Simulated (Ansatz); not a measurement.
# Ga: energy and pressure over a range of volumes

An exercise on one series of results from a longer session: the logs are not shown, and one member is left open.

Method: DFT PBE, scalar-relativistic, in Ansatz 0.2.0.

## The structure to begin with

The structure is monoclinic, space group C2/c (No. 15). Conventional cell: a = 2.766 Å, b = 8.053 Å, c = 3.332 Å, α = 90.00°, β = 92.02°, γ = 90.00°. Around Ga (site symmetry 2) lie 8 Ga at 2.69 to 2.92 Å.

Structure file:

```
Ga
1.0
     1.38300   -4.02650    0.00000
     1.38300    4.02650    0.00000
    -0.11745    0.00000    3.32993
Ga
2
Cartesian
  1.3536 -2.9716 0.8325
  1.2949 2.9716 2.4974
```

Atoms are numbered in the order of the input: Ga1, Ga2.

Set-up of the first run:

input.yaml

```yaml
crystal:
  lattice:
    - [1.3547675884, -3.9443034667, 0.0]
    - [1.3547675884, 3.9443034667, 0.0]
    - [-0.1150523885, 0.0, 3.261953171]
  atoms:
    - { symbol: Ga, position: [0.869, 0.131, 0.25] }
    - { symbol: Ga, position: [0.131, 0.869, 0.75] }
kpoints:
  mp_grid: { grid: [14, 14, 11] }
  band_path:
    path:
      - [0.0, 0.0, 0.0]
      - [-0.5, 0.5, 0.0]
      - [-0.5, 0.5, 0.5]
      - [0.0, 0.0, 0.5]
      - [0.0, 0.0, 0.0]
      - [-0.5, 0.0, 0.5]
      - [0.0, 0.0, 0.0]
      - [-0.5, 0.0, 0.0]
    npoints: 5
scf:
  occupations: { method: fermi_dirac, width: 0.03 }
hamiltonian:
  xc: pbe
  pseudopotentials: { kind: all_electron, lapw: { basis_error: 0.0005 } }
output:
  forces: true
  stress: true
  eigenvalues: true
```

Launch:

```sh
> ansatz run input.yaml --threads 1 --pin off --max-ram 3072MiB --backend cpu --events-out ev --progress --plain --runs-dir out
```

Steps of the session up to this table: Volume × 0.94, LAPW; Volume × 0.94, PAW; Volume × 0.94, crystal datasets; Volume × 0.98, LAPW; Volume × 0.98, PAW; Volume × 0.98, crystal datasets; Volume × 1.01, LAPW; Volume × 1.01, PAW; Volume × 1.01, crystal datasets; Volume × 1.04, LAPW; Volume × 1.04, PAW; Volume × 1.04, crystal datasets.

One of the session's tables, all rows but one given; the rest of the session is left out.

```
          method  volume (Å³/atom)  pressure (GPa)  largest force (eV/Å)
            LAPW            17.431            5.98                 0.215
            LAPW            18.172            3.01                 0.197
            LAPW            18.729            1.19                 0.183
            LAPW            19.285           -0.29                 0.167
             PAW            17.431               ?                     ?
             PAW            18.172            2.98                 0.198
             PAW            18.729            1.17                 0.183
             PAW            19.285           -0.31                 0.167
crystal datasets            17.431            5.98                 0.215
crystal datasets            18.172            3.01                 0.197
crystal datasets            18.729            1.19                 0.183
crystal datasets            19.285           -0.29                 0.167
```

**Question.** Estimate the row for PAW, 17.431.

**Answer.** pressure (GPa): 5.95; largest force (eV/Å): 0.216. In the column «pressure (GPa)» it lies between crystal datasets, 18.172 (3.01) and LAPW, 17.431 (5.98).

Caveats from the session: Shape and positions are held, so a fully relaxed modulus can be lower. Warnings in the runs' records: crystal datasets made.
